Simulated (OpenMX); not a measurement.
**TiCo under changes of volume**

One of the cells (13.313 Å³/atom); the others are scaled copies at fixed shape and fractional positions:

```
CELL_PARAMETERS angstrom
2.98611 0.00000 0.00000
0.00000 2.98611 0.00000
0.00000 0.00000 2.98611
ATOMIC_POSITIONS crystal
Co 0.50000 0.50000 0.50000
Ti 0.00000 0.00000 0.00000
```

The cell comes from a database or a generator and needn't be the stable form of this composition.

* Program: OpenMX 3.8.5
* Functional: LDA
* Potentials or basis: OpenMX 2013 LDA set, Co6.0H-s3p2d2, Ti7.0-s3p2d2, fixed grid of 40 × 40 × 40 points
* k mesh: 9 × 9 × 9
* Occupations: fermi-dirac, width 0.05 eV
* Spin: collinear spin, ferromagnetic start
* Starting moments: [2.0, 1.0] μB

| volume (Å³/atom) | energy over the lowest point (meV/atom) | moment (μB per cell) |
| --- | --- | --- |
| 12.515 | 0.00 | 0.48 |
| 12.781 | 6.77 | 0.51 |
| 13.047 | 20.06 | 0.53 |
| 13.313 | 38.36 | 0.55 |
| 13.580 | 62.09 | 0.58 |
| 13.846 | 91.18 | 0.61 |
| 14.112 | ? | ? |

What does the run at 14.112 Å³/atom give?

Energy over the lowest point 123.92 meV/atom; moment 0.64 μB per cell.

Worked out: A Birch-Murnaghan fit of order 3 (a polynomial in V^(-2/3)) to the other rows has its minimum at 12.34 Å³/atom, just outside them, with B0 = V·E''(V) = 175 GPa (rough, since the energies scatter). It gives 124.82 meV/atom at 14.112 Å³/atom, against the run's 123.92. A straight line through the other rows of the moment, of slope 0.0944 μB per Å³/atom, extrapolates to 0.63 μB, against the run's 0.64.

Energies are extrapolated to zero smearing.

Caveats: the basis of atomic orbitals isn't converged, which shifts pressures, moduli and gaps.
